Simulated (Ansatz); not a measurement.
ZnS built on the NiAs prototype, relaxed with r2SCAN, was run in Ansatz 0.2.0 under altered settings. All numbers are computed, without spin polarisation but where a row says otherwise.

```
Zn S
1.0
     3.58959    0.00000    0.00000
    -1.79480    3.10868    0.00000
     0.00000    0.00000    5.88000
Zn S
2 2
Direct
  0.00000 0.00000 0.00000
  0.00000 0.00000 0.50000
  0.33333 0.66667 0.25000
  0.66667 0.33333 0.75000
```

The base run's other keys:
```yaml
kpoints:
  mp_grid: { grid: [6, 6, 2] }
hamiltonian:
  xc: hse06
scf:
  occupations: { method: fixed }
  n_extra_bands: 5
```

It takes 14 iterations with 1285 plane waves at 420 eV and 14 k points, and leaves a mean stress of +0.86 GPa. The gap over this mesh is 1.483 eV. It ran on 4 threads of Arm Neoverse N1, with other jobs on the host.

Outcomes, with energy and stress as changes against the base:
```tsv
setting	outcome	ΔF (meV/atom)	Δ mean stress (GPa)	gap on the mesh (eV)	iterations	wall time
PBE hybrid, exx coeff 0.5, omega 0.5 1/Å	converged	–	+0.2	1.701	19	22 s
PBE hybrid, exx coeff 0.35, omega 0.3 1/Å	converged	–	-0.2	1.688	19	21 s
kpoints.mp_grid.grid: [2, 2, 2]	converged	+388	+4.1	3.075	15	4.8 s
```
A dash marks a value that wasn't obtained or can't be compared. Stress is positive in compression. The base took 19 s. The base's mesh is coarse for a hybrid, so its own values aren't converged.

- PBE hybrid, exx coeff 0.5, omega 0.5 1/Å. That is 50 % exact exchange, screened with ω = 0.5 1/Å, against HSE06's 25 % screened at 0.208 1/Å. The mean stress moves by +0.2 GPa and the gap on the mesh by +0.218 eV (to 1.701). Totals of different functionals aren't comparable.
- PBE hybrid, exx coeff 0.35, omega 0.3 1/Å. That is 35 % exact exchange, screened with ω = 0.3 1/Å, against HSE06's 25 % screened at 0.208 1/Å. The mean stress moves by -0.2 GPa and the gap on the mesh by +0.205 eV (to 1.688). Totals of different functionals aren't comparable.
- kpoints.mp_grid.grid: [2, 2, 2]. The free energy moves by +388 meV an atom, the mean stress by +4.1 GPa (single components by up to 8.6) and the gap on the mesh by +1.591 eV (to 3.075). The gap changes mostly because other points are sampled; a mesh that misses a band edge overestimates it. The mesh is too coarse.

The program warns that its thresholds are loose for a hybrid's stress.

The meshes of the hybrids are coarse, so their gaps aren't converged to the digits shown.
